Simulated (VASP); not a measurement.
Input of a VASP 6.6.1 run:

The input INCAR:

```
SYSTEM = HPb2
  ALGO = Normal
  EDIFF = 1E-7
  ENCUT = 520
  GGA = PE
  ISIF = 2
  ISMEAR = -1
  LASPH = .True.
  LCHARG = .False.
  LREAL = .False.
  LWAVE = .False.
  NBANDS = 22
  NELM = 100
  PREC = Accurate
  SIGMA = 0.05
```

The input KPOINTS:

```
k-points
0
Gamma
  7 7 8
  0 0 0
```

POSCAR

```
HPb2
1.0
    4.6423265400      0.0000000000      0.0000000000
   -2.3211632700      4.0203727200      0.0000000000
    0.0000000000      0.0000000000      3.4162270300
H Pb
1 2
Direct
    0.0000000000      0.0000000000      0.0000000000
    0.3333333300      0.6666666700      0.4499999900
    0.6666666700      0.3333333300      0.5500000100
```

Potentials or basis: VASP PAW PBE potentials, release 64 (H, Pb_d).

Command:

```bash
$ cat potpaw_PBE.64/H/POTCAR potpaw_PBE.64/Pb_d/POTCAR > POTCAR
$ mpirun -np 1 vasp_std > vasp.out
```

(1) Predict the band gap on the k mesh.

(2) Estimate the largest force.

(3) Predict the pressure.

Results:

(1) none (metal or under the smearing width).

(2) 0.970 eV/Å.

(3) 15.3 GPa.

Caveat: so large a pressure means that the cell lies far from this level's equilibrium, or that cutoff or potentials fall short.
